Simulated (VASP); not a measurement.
# SiC (F-43m): a series in biaxial strain in the (110) plane

How do the elastic response and the band edges of SiC follow biaxial strain in the (110) plane?

Calculated with VASP 6.6.1; LDA; plane waves and PAW (Si, C), in the first sound run; inputs show where later runs differ.

## 1. The structure

It takes space group F-43m (No. 216, cubic). Conventional cell: a = 4.360 Å, b = 4.360 Å, c = 4.360 Å, α = 90.00°, β = 90.00°, γ = 90.00°. Nearest to Si lie 4 C at 1.89 Å. Nearest to C lie 4 Si at 1.89 Å. Farther neighbours are not listed.

Coordinates:

```cif
data_structure
_symmetry_space_group_name_H-M 'F-43m'
_symmetry_Int_Tables_number 216
_cell_length_a 4.3600
_cell_length_b 4.3600
_cell_length_c 4.3600
_cell_angle_alpha 90.000
_cell_angle_beta 90.000
_cell_angle_gamma 90.000
_cell_volume 82.88
loop_
_atom_site_label
_atom_site_type_symbol
_atom_site_symmetry_multiplicity
_atom_site_Wyckoff_symbol
_atom_site_fract_x
_atom_site_fract_y
_atom_site_fract_z
_atom_site_occupancy
Si1 Si 4 a 0.00000 0.00000 0.00000 1
C1 C 4 d 0.25000 0.25000 0.75000 1
```

## 2. Relax the crystal, LDA

The series starts from the cell that this level prefers, so that zero strain is near zero stress.

This step took 2 runs in a row; the last is shown.

Level: LDA; plane waves and PAW (Si, C).

Input file INCAR:

```
SYSTEM = SiC
PREC = Accurate
ENCUT = 600
EDIFF = 1E-07
NELM = 120
ISMEAR = 0
SIGMA = 0.02
LREAL = .FALSE.
ALGO = Normal
GGA = CA
NBANDS = 10
LASPH = .TRUE.
LORBIT = 11
LWAVE = .FALSE.
LCHARG = .FALSE.
KPAR = 16
IBRION = 2
NSW = 40
ISIF = 3
EDIFFG = -0.005
POTIM = 0.4
```

Input file POSCAR:

```
SiC
1.0
    0.0000000000      2.1652404209      2.1652404209
    2.1652404209      0.0000000000      2.1652404209
    2.1652404209      2.1652404209      0.0000000000
Si C
1 1
Direct
    0.0000000000      0.0000000000      0.0000000000
    0.2500000000      0.2500000000      0.2500000000
```

Input file KPOINTS:

```
Automatic mesh
0
Gamma
12 12 12
0 0 0
```

PAW data sets: Si and C (LDA family, release 64).

Command:

```console
$ mpirun -np 16 vasp_std
```

The log of the run:

```text
[banner, memory and clock lines left out]
running   16 mpi-ranks, on    1 nodes
[...]
|                                                                             |
|           W    W    AA    RRRRR   N    N  II  N    N   GGGG   !!!           |
|           W    W   A  A   R    R  NN   N  II  NN   N  G    G  !!!           |
|           W    W  A    A  R    R  N N  N  II  N N  N  G       !!!           |
|           W WW W  AAAAAA  RRRRR   N  N N  II  N  N N  G  GGG   !            |
|           WW  WW  A    A  R   R   N   NN  II  N   NN  G    G                |
|           W    W  A    A  R    R  N    N  II  N    N   GGGG   !!!           |
|                                                                             |
|     For optimal performance we recommend to set                             |
|       NCORE = 2 up to number-of-cores-per-socket                            |
|     NCORE specifies how many cores store one orbital (NPAR=cpu/NCORE).      |
|     This setting can greatly improve the performance of VASP for DFT.       |
[...]
|     Unfortunately you need to use the default for GW and RPA                |
|     calculations (for HF NCORE is supported but not extensively tested      |
|     yet).                                                                   |
|                                                                             |

 LDA part: xc-table for (Slater(with rela. corr.)+CA(PZ))
 , standard interpolation
 POSCAR, INCAR and KPOINTS ok, starting setup
[...]
entering main loop
       N       E                     dE             d eps       ncg     rms          rms(c)
DAV:   1     0.408551955499E+01    0.40855E+01   -0.44454E+03  1504   0.771E+02
DAV:   2    -0.180102019773E+02   -0.22096E+02   -0.20958E+02  1842   0.117E+02
DAV:   3    -0.187329053029E+02   -0.72270E+00   -0.72107E+00  1674   0.186E+01
DAV:   4    -0.187365577239E+02   -0.36524E-02   -0.36521E-02  1648   0.166E+00
[...]
DAV:  11    -0.166448018268E+02   -0.42573E-06   -0.30540E-06  1718   0.119E-02    0.134E-02
DAV:  12    -0.166448016038E+02    0.22293E-06   -0.68107E-07  1496   0.428E-03    0.594E-04
DAV:  13    -0.166448016031E+02    0.76636E-09   -0.28133E-08   750   0.115E-03
   1 F= -.16644802E+02 E0= -.16644802E+02  d E =-.166448E+02
[...]
reached required accuracy - stopping structural energy minimisation
```

The job ended after 1.8 s (16 MPI ranks of Intel Xeon 6975P-C (Granite Rapids), shared host; peak memory 2.1 GiB; 18 s of CPU time).

The logs omit lines about the potential files and the build; timing stands in the text.

Parts of OUTCAR (step 2):

```text
  Total        0.0011091      0.0011091      0.0011091      0.0000000     -0.0000000     -0.0000000
  in kB        0.0875245      0.0875245      0.0875245      0.0000000     -0.0000000     -0.0000000
  external PRESSURE =       0.0875245 kB  Pullay stress =       0.0000000 kB

 POSITION                                       TOTAL-FORCE (eV/Angst)
 -----------------------------------------------------------------------------------
      0.00000      0.00000      0.00000        -0.000000      0.000000     -0.000000
      1.08262      1.08262      1.08262         0.000000     -0.000000      0.000000
 -----------------------------------------------------------------------------------
    total drift:                                0.000000      0.000000      0.000000

  FREE ENERGIE OF THE ION-ELECTRON SYSTEM (eV)
  ---------------------------------------------------
  free  energy   TOTEN  =       -16.6448016031 eV

  energy  without entropy=      -16.6448016031  energy(sigma->0) =      -16.64480160

 reached required accuracy - stopping structural energy minimisation

[... 3 further parts left out ...]
[key lines of the parts left out:]
E-fermi :   8.4189
```

Numbers from this step:

| Quantity | Value |
| --- | --- |
| energy(sigma→0) of the program | -16.6448 eV |
| stress, compression positive | 0.01 along [110], 0.01 across it (mean), GPa |
| volume | 20.302 Å³ |
| ionic steps | 1 |

## 3. Strain along the normal, LDA

One member in full: the plane is strained by -2 %, and the strain along the normal is moved by secant steps until the normal stress is under 0.012 GPa or five steps are spent; the atoms relax at each step.

This step took 3 runs, each at a new trial strain with the atoms of the one before; the last is shown.

Level: LDA; plane waves and PAW (Si, C); cell typed or built by script.

INCAR, as its differences from that of step 2:

```diff
@@ -15,7 +15,7 @@
 LCHARG = .FALSE.
-KPAR = 16
-IBRION = 2
-NSW = 40
-ISIF = 3
-EDIFFG = -0.005
-POTIM = 0.4
+KPAR = 4
+IBRION = 1
+NSW = 25
+ISIF = 2
+EDIFFG = -0.004
+POTIM = 0.3
```

Input file POSCAR:

```
SiC
1.0
    0.0292152790      2.1511508910      2.1219356120
    2.1511508910      0.0292152790      2.1219356120
    2.1803661700      2.1803661700      0.0000000000
Si C
1 1
Direct
    0.0015090598      0.0015090598      0.9984909402
    0.2484909402      0.2484909402      0.2515090598
```

KPOINTS is that of step 2.

Command:

```console
$ mpirun -np 4 vasp_std
```

The log of the run:

```text
[banner, memory and clock lines left out]
running    4 mpi-ranks, on    1 nodes
[...]
LDA part: xc-table for (Slater(with rela. corr.)+CA(PZ))
 , standard interpolation
 POSCAR, INCAR and KPOINTS ok, starting setup
[...]
entering main loop
       N       E                     dE             d eps       ncg     rms          rms(c)
DAV:   1     0.344077217149E+01    0.34408E+01   -0.44078E+03  5808   0.765E+02
DAV:   2    -0.181738253377E+02   -0.21615E+02   -0.20460E+02  7202   0.119E+02
DAV:   3    -0.188112005050E+02   -0.63738E+00   -0.63614E+00  6634   0.180E+01
DAV:   4    -0.188139301409E+02   -0.27296E-02   -0.27294E-02  6434   0.148E+00
[...]
DAV:  11    -0.166135292061E+02   -0.63088E-06   -0.29131E-06  6782   0.126E-02    0.151E-02
DAV:  12    -0.166135289819E+02    0.22424E-06   -0.67037E-07  5850   0.468E-03    0.152E-03
DAV:  13    -0.166135289765E+02    0.53536E-08   -0.10568E-07  2904   0.205E-03
   1 F= -.16613529E+02 E0= -.16613529E+02  d E =-.166135E+02
 BRION: g(F)=  0.188E-04 g(S)=  0.000E+00
[...]
N       E                     dE             d eps       ncg     rms          rms(c)
DAV:   1    -0.166135374516E+02   -0.84698E-05   -0.80372E-04  5626   0.210E-01    0.863E-03
DAV:   2    -0.166135367395E+02    0.71214E-06   -0.85593E-06  6500   0.238E-02    0.379E-03
DAV:   3    -0.166135363149E+02    0.42460E-06   -0.14764E-06  6358   0.838E-03    0.548E-04
DAV:   4    -0.166135363236E+02   -0.87141E-08   -0.10460E-07  4640   0.260E-03
   2 F= -.16613536E+02 E0= -.16613536E+02  d E =-.734708E-05
 BRION: g(F)=  0.914E-06 g(S)=  0.000E+00 retain N=  1 mean eig= 0.82
 eig:   0.819
 reached required accuracy - stopping structural energy minimisation
```

The job ended after 8.6 s (4 MPI ranks; peak memory 0.68 GiB).

From OUTCAR (step 3):

```text
  Total        0.8720861      0.8720861      1.2733963     -0.8718879      0.0000000      0.0000000
  in kB       71.1616688     71.1616688    103.9083253    -71.1454932      0.0000000      0.0000000
  external PRESSURE =      82.0772209 kB  Pullay stress =       0.0000000 kB

 POSITION                                       TOTAL-FORCE (eV/Angst)
 -----------------------------------------------------------------------------------
      2.18037      2.18037      0.00693         0.000000      0.000000     -0.003974
      1.09018      1.09018      1.05404        -0.000000     -0.000000      0.003974
 -----------------------------------------------------------------------------------
    total drift:                                0.000001      0.000001     -0.000071

  FREE ENERGIE OF THE ION-ELECTRON SYSTEM (eV)
  ---------------------------------------------------
  free  energy   TOTEN  =       -16.6135363236 eV

  energy  without entropy=      -16.6135363236  energy(sigma->0) =      -16.61353632

[... 1 part as in an earlier step ...]

[... 3 further parts left out ...]
[key lines of the parts left out:]
E-fermi :   8.9600
```

Read from the output:

```
energy(sigma→0) of the program : -16.6135 eV
stress, compression positive   : 0.00 along [110], 12.31 across it (mean), GPa
ionic steps                    : 2
```

## 4. Band edges, HSE06

Short lines in KPOINTS_OPT sample the zone centre along and across the normal of the plane, for masses, and the other valleys.

Level: HSE06; plane waves and PAW (Si, C); cell typed or built by script.

Input file INCAR:

```
SYSTEM = SiC
PREC = Accurate
ENCUT = 600
EDIFF = 1E-06
NELM = 100
ISMEAR = 0
SIGMA = 0.02
LREAL = .FALSE.
ALGO = Normal
LHFCALC = .TRUE.
AEXX = 0.25
GGA = PE
HFSCREEN = 0.2
LASPH = .TRUE.
NBANDS = 9
PRECFOCK = Fast
LWAVE = .FALSE.
LCHARG = .FALSE.
KPAR = 4
```

Input file POSCAR:

```
SiC
1.0
    0.0292152790      2.1511508910      2.1219356120
    2.1511508910      0.0292152790      2.1219356120
    2.1803661700      2.1803661700      0.0000000000
Si C
1 1
Direct
    0.0016318688      0.0016318688      0.9983681312
    0.2483681312      0.2483681312      0.2516318688
```

Input file KPOINTS:

```
Automatic mesh
0
Gamma
6 6 6
0 0 0
```

Input file KPOINTS_OPT:

```
Line mode
6
Line-mode
Reciprocal
  0.00000000   0.00000000   0.00000000
  0.01226887   0.01226887   0.02453774

  0.00000000   0.00000000   0.00000000
 -0.01194008   0.01194008   0.00000000

  0.31000000   0.31000000   0.00000000
  0.50000000   0.50000000   0.00000000

  0.00000000   0.31000000   0.31000000
  0.00000000   0.50000000   0.50000000

  0.45000000   0.45000000   0.45000000
  0.50000000   0.50000000   0.50000000

  0.45000000   0.00000000   0.00000000
  0.50000000   0.00000000   0.00000000

  0.42500000   0.42500000   0.00000000
  0.42523249   0.44211831   0.01735080

  0.50000000   0.50000000   0.50000000
  0.48805992   0.51194008   0.50000000
```

Command:

```console
$ mpirun -np 4 vasp_std
```

The log of the run:

```text
[banner, memory and clock lines left out]
running    4 mpi-ranks, on    1 nodes
[...]
|                                                                             |
|               ----> ADVICE to this user running VASP <----                  |
|                                                                             |
|     You enforced a specific xc type in the INCAR file but a different       |
|     [... a line on the potential file left out ...]
|     I HOPE YOU KNOW WHAT YOU ARE DOING!                                     |
|                                                                             |

 LDA part: xc-table for (Slater+PW92), standard interpolation
 found WAVECAR, reading the header
 POSCAR, INCAR and KPOINTS ok, starting setup
[...]
reading WAVECAR
 the WAVECAR file was read successfully
 initial charge from wavefunction
 entering main loop
       N       E                     dE             d eps       ncg     rms          rms(c)
DAV:   1    -0.174984287529E+02   -0.17498E+02   -0.80545E-01   828   0.737E+00    0.441E+00
DAV:   2    -0.175004425082E+02   -0.20138E-02   -0.11805E-02  1191   0.966E-01    0.288E+00
DAV:   3    -0.174988689810E+02    0.15735E-02   -0.16186E-03  1142   0.229E-01    0.167E+00
DAV:   4    -0.174984486708E+02    0.42031E-03   -0.37541E-04   902   0.118E-01    0.929E-01
[...]
DAV:   8    -0.174982305206E+02    0.51458E-05   -0.16732E-06   755   0.119E-02    0.959E-02
DAV:   9    -0.174982289894E+02    0.15313E-05   -0.57378E-07   429   0.700E-03    0.548E-02
DAV:  10    -0.174982285894E+02    0.39995E-06   -0.23545E-07   429   0.474E-03
   1 F= -.17498229E+02 E0= -.17498229E+02  d E =-.474395E-26
 Start KPOINTS_OPT (optional k-point list driver)
k-point batch [1-46\48]
       N       E                     dE             ncg
DAV:   1     0.206849071775E+04   -0.10606E+05      868
DAV:   2     0.902310637060E+03   -0.11662E+04     1229
DAV:   3     0.831133034300E+03   -0.71178E+02      948
DAV:   4     0.830729161258E+03   -0.40387E+00     1129
DAV:   5     0.830725921157E+03   -0.32401E-02     1080
DAV:   6     0.830725907369E+03   -0.13788E-04     1159
DAV:   7     0.830725907301E+03   -0.68690E-07     1030
k-point batch [47-48\48]
       N       E                     dE             ncg
DAV:   1     0.115009329947E+05   -0.58732E+03       36
DAV:   2     0.114589132305E+05   -0.42020E+02       52
DAV:   3     0.114569179190E+05   -0.19953E+01       39
DAV:   4     0.114569082717E+05   -0.96473E-02       56
DAV:   5     0.114569082441E+05   -0.27559E-04       56
DAV:   6     0.114569082441E+05   -0.38832E-07       48
```

Elapsed: 85 s, on 4 MPI ranks; peak memory 1.1 GiB.

Parts of OUTCAR (step 4):

```text
  LATTYP: Found a body centered orthorhombic cell.
 ALAT       =     3.0008701210
 B/A-ratio  =     1.0275364425
 C/A-ratio  =     1.4142135624

 Subroutine GETGRP returns: Found  4 space group operations
 (whereof  4 operations were pure point group operations)

The static configuration has the point symmetry C_2v.

 Found     46 irreducible k-points:

   k-points           NKPTS =     46   k-points in BZ     NKDIM =    216   number of bands    NBANDS=      9

   dimension x,y,z NGX =    24 NGY =   24 NGZ =   28
   dimension x,y,z NGXF=    48 NGYF=   48 NGZF=   56

   ENCUT  =  600.0 eV  44.10 Ry    6.64 a.u.   6.04  6.04  6.16*2*pi/ulx,y,z

   NELECT =       8.0000    total number of electrons

  exchange ACFDT corr.  =         0.00000000  see jH, gK, PRB 81, 115126

 E-fermi :   8.4839

 k-point     1 :       0.0000    0.0000    0.0000
  band No.  band energies     occupation
      1      -9.1887      2.00000
      2       8.0437      2.00000
      3       8.2765      2.00000
      4       8.3415      2.00000
      5      16.2301      0.00000
      6      16.9393      0.00000
      7      17.4398      0.00000
      8      17.5738      0.00000
      9      24.3677      0.00000

 k-point     2 :       0.1667    0.0000    0.0000
  band No.  band energies     occupation
      1      -8.5664      2.00000
      2       5.7415      2.00000
      3       7.6635      2.00000
      4       7.9257      2.00000
      5      16.1178      0.00000
      6      17.5389      0.00000
      7      17.9310      0.00000
      8      18.8478      0.00000
      9      22.6012      0.00000

 POSITION                                       TOTAL-FORCE (eV/Angst)
 -----------------------------------------------------------------------------------
      2.18037      2.18037      0.00693         0.000000      0.000000     -0.020592
      1.09018      1.09018      1.05404        -0.000000     -0.000000      0.020592
 -----------------------------------------------------------------------------------
    total drift:                               -0.000001     -0.000001     -0.000061

  FREE ENERGIE OF THE ION-ELECTRON SYSTEM (eV)
  ---------------------------------------------------
  free  energy   TOTEN  =       -17.4982285894 eV

  energy  without entropy=      -17.4982285894  energy(sigma->0) =      -17.49822859

[... 1 part as in an earlier step ...]

[... 7 further parts left out ...]
```

This run gave:

```
energy(sigma→0) of the program : -17.4982 eV
```

## 5. The whole series

Hybrid runs start from orbitals of a short LDA run, not shown.

Runs beyond LDA use the data sets made with LDA; this shifts their levels slightly, and their total energies have another zero.

The other members went through these steps as far as the tables show, with the same cutoff and, step by step, the same mesh; 45 runs are not shown. The session took 1.1 core hours (wall time by ranks) on a shared machine.

| in-plane strain (%) | strain along the normal (%) | mean of the two in-plane stresses, tension positive (GPa) | energy above the unstrained row (meV/atom) | gap on the mesh, LDA (eV) |
| --- | --- | --- | --- | --- |
| -2.000 | 0.699 | -12.311 | 15.633 | 1.011 |
| -1.500 | 0.509 | -9.111 | 8.814 | 1.093 |
| -1.000 | 0.328 | -5.994 | 3.966 | 1.166 |
| -0.500 | 0.159 | -2.957 | 1.042 | 1.231 |
| 0 | 0.000 | -0.009 | 0.000 | 1.289 |
| 0.500 | -0.147 | 2.855 | 0.805 | 1.246 |
| 1.000 | -0.289 | 5.625 | 3.408 | 1.205 |
| 1.500 | -0.421 | 8.306 | 7.760 | 1.165 |
| 2.000 | -0.545 | 10.893 | 13.817 | 1.127 |

Slopes at zero strain, from cubics through all rows: strain ratio -0.308, stress over strain 581 GPa.

Band edges at HSE06, counted from the valence-band top at Γ, with one row partly withheld:

| in-plane strain (%) | gap (eV) | conduction band at Γ (eV) | Δ or X valley along z (eV) | Δ or X valley along x (eV) | lowest conduction level at L, [111] (eV) | lowest conduction level at L, [-111] (eV) | second valence level below the top (eV) | third valence level below the top (eV) |
| --- | --- | --- | --- | --- | --- | --- | --- | --- |
| -2.000 | 1.972 | 7.888 | 1.972 | 2.142 | 7.255 | 6.783 | 0.065 | 0.298 |
| -1.500 | 2.052 | 7.910 | 2.052 | 2.171 | 7.152 | 6.812 | 0.044 | 0.218 |
| -1.000 | 2.124 | 7.906 | 2.124 | 2.198 | 7.048 | 6.830 | 0.026 | 0.141 |
| -0.500 | 2.188 | 7.871 | 2.188 | 2.222 | 6.941 | 6.838 | 0.012 | 0.069 |
| 0 | 2.243 | 7.805 | 2.243 | 2.243 | 6.834 | 6.834 | 0.000 | 0.000 |
| 0.500 | 2.198 | 7.645 | 2.227 | 2.198 | 6.661 | 6.754 | 0.056 | 0.065 |
| 1.000 | 2.155 | 7.468 | 2.207 | 2.155 | 6.490 | 6.668 | 0.111 | 0.126 |
| 1.500 | 2.113 | ? | 2.184 | 2.113 | 6.322 | 6.575 | 0.164 | 0.183 |
| 2.000 | 2.072 | 7.084 | 2.159 | 2.072 | 6.158 | 6.475 | 0.217 | 0.237 |

## 6. Fit and prediction

The quantity to fit is the conduction level at Γ above the mean of the three top valence levels at HSE06: 8.009, 7.997, 7.962, 7.898, 7.805, 7.685, 7.547, 7.235 eV in the rows shown.

Fitting a parabola to the 8 known rows (e: strain in %) gives E = − 0.04508 e² − 0.1972 e + 7.802 in eV; the residuals are 0.0076 eV r.m.s.

At e = 1.5 this predicts 7.4048 eV.

## 7. The withheld row

The calculation gives 7.3950 eV, so the prediction is 0.0098 eV too high, within twice the residual of the fit.

## 8. Outcome

- ratio of normal to in-plane strain: -0.308
- biaxial modulus: 581 GPa
- gap of the unstrained cell, HSE06: 2.24 eV
- slope at zero strain of the conduction level at Γ above the mean of the three top valence levels, HSE06: -197 meV per %
- error of the predicted row: 9.8 meV

As a check, the curvature of the energy gives 582 GPa for the same modulus (energy per volume = M × strain²), 0 % from the slope of the stress. The energy also has a linear term worth 0.17 GPa that the stress column lacks, a mark of the finite basis. At HSE06 the lowest conduction valley is Δ or X throughout, and the gap runs between 1.97 and 2.24 eV. Hole masses are left out throughout, since the top bands are degenerate or cross in many series; of conduction masses, those of the Γ, L and (for Si and Ge under (001) strain) Δ valleys are kept where they change by under an eighth between rows. A measured gap of unstrained SiC is 2.39 eV (arxiv:2009.14696, band gap at cryogenic temperature, temperature not given); the static gaps here belong to the lattice relaxed at LDA. HSE06 ran on a coarser mesh than the semilocal levels. Spin-orbit coupling is left out at HSE06, so the valence splittings there lack it. Δ or X levels are the lowest on their line, refined by a parabola unless they lie at X; the gap is read from all points sampled and can differ from the lowest valley by some meV, or by tens of meV where strain moves the valence top off Γ. Temperature, zero-point motion and excitons are left out.

[Lines on the potential files, build, host, timing and source positions are cut from VASP's logs without a mark.]

[Logs are printed without paths, hosts, clocks, repeated set-up lines and the standing remarks that a program may print on its own settings, such as how far it seeks lower states.]

[Hosts, paths, dates, database ids (printed as entryN), source tags and the programs' standing remarks are cut or masked in the printed files.]

[In band tables of VASP the shares of atoms and orbitals are scaled to a sum of 1 inside the atoms' spheres.]
